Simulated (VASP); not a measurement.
Runs of VASP 6.6.1 on EuS. Symmetry: Fm-3m, No. 225, cubic system. The conventional cell has a = 5.957 Å, b = 5.957 Å, c = 5.957 Å, α = 90.00°, β = 90.00°, γ = 90.00°. Eu (site symmetry m-3m) is surrounded by 6 S at 2.98 Å. Around S (site symmetry m-3m) lie 6 Eu at 2.98 Å. 

```tsv
task	level	spin	cell	k mesh	cutoff (eV)	smearing	gap on the mesh (eV)	pressure (GPa)	moment (μB)	relaxed volume (Å³/atom)
single point	PBE	collinear, ferromagnetic start	as given	8 × 8 × 8	520	gaussian 0.011 eV	none	-2.8	(a)	-
band structure	PBE	collinear, ferromagnetic start, SOC	as given	6 × 6 × 6	520	fermi-dirac 0.05 eV	-	-3.0	(b)	-
relaxation of cell and atoms	revPBE+D3(BJ)	collinear, ferromagnetic start	relaxed	8 × 8 × 8	600	fermi-dirac 0.05 eV	none	0.0	6.96	23.62
relaxation of cell and atoms	PBEsol+D4	collinear, ferromagnetic start	relaxed	8 × 8 × 8	600	fermi-dirac 0.05 eV	none	0.0	6.89	22.85
relaxation of cell and atoms	revPBE+D3	collinear, ferromagnetic start	relaxed	8 × 8 × 8	600	fermi-dirac 0.05 eV	none	0.0	6.97	24.36
```

Alike in all rows: potentials or basis VASP PAW PBE potentials, release 64 (Eu, S).

Fill in the values left out.

(a) 6.99; (b) 6.93.

Caveats: a cell with one magnetic atom can't hold antiferromagnetic order, which such compounds often take; without U or exact exchange the open f shell lies at the Fermi level, which spoils levels, moments and volumes; spin-orbit coupling is left out, which moves the levels of the heavy elements (some runs); the PAW data sets were made with another functional, which shifts forces and pressure a little (some runs); pairwise dispersion overbinds metals, which lowers pressure and volume (some runs); the volume moved by -11 % from the deposited cell, more than functionals usually miss (some runs); the volume moved by -14 % from the deposited cell, more than functionals usually miss (some runs).

A k mesh can miss the band edges, and rows without SOC leave out spin-orbit coupling on Eu.

A gap of «none» marks a metal or a gap under the smearing width.
